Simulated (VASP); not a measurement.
A run of VASP 6.6.1 is set up as follows.

The input INCAR:

```
ALGO = Normal
EDIFF = 1E-7
EDIFFG = -0.002
ENCUT = 350
GGA = PE
IBRION = 2
ISIF = 3
ISMEAR = 0
LASPH = T
LCHARG = F
LREAL = F
LWAVE = F
NELM = 100
NSW = 80
PREC = Accurate
SIGMA = 0.02
```

File KPOINTS:

```
k-points
0
Gamma
  10 10 10
```

POSCAR

```
GaAs
1.0
    0.0000000000      2.8268500000      2.8268500000
    2.8268500000      0.0000000000      2.8268500000
    2.8268500000      2.8268500000      0.0000000000
Ga As
1 1
Direct
    0.0000000000      0.0000000000      0.0000000000
    0.2500000000      0.2500000000      0.2500000000
```

Potentials or basis: VASP PAW PBE potentials, release 64 (Ga_d, As).

Launch:

```bash
$ cat potpaw_PBE.64/Ga_d/POTCAR potpaw_PBE.64/As/POTCAR > POTCAR
$ mpirun -np 1 vasp_std > vasp.out
```

Problem. Predict the band gap on the k mesh.

Solution. 0.15 eV, direct.

Problem. Estimate the space group after relaxing (to 0.05 Å).

Solution. F-43m (No. 216).

Problem. Predict the relaxed volume.

Solution. 23.73 Å³/atom.

Step by step:
```
step  energy change (eV)  largest force (eV/Å)  pressure (GPa)  volume (Å³)
   1              0.0000                0.0000            3.34        45.18
   2             -0.0198                0.0000           -1.02        48.33
   3             -0.0227                0.0000            0.00        47.46
```

Caveat: the cutoff is under 1.25 times the usual one of these potentials, so pressure, stress and relaxed cells hold a basis-set (Pulay) error. Zero-point motion and thermal expansion aren't in these numbers.
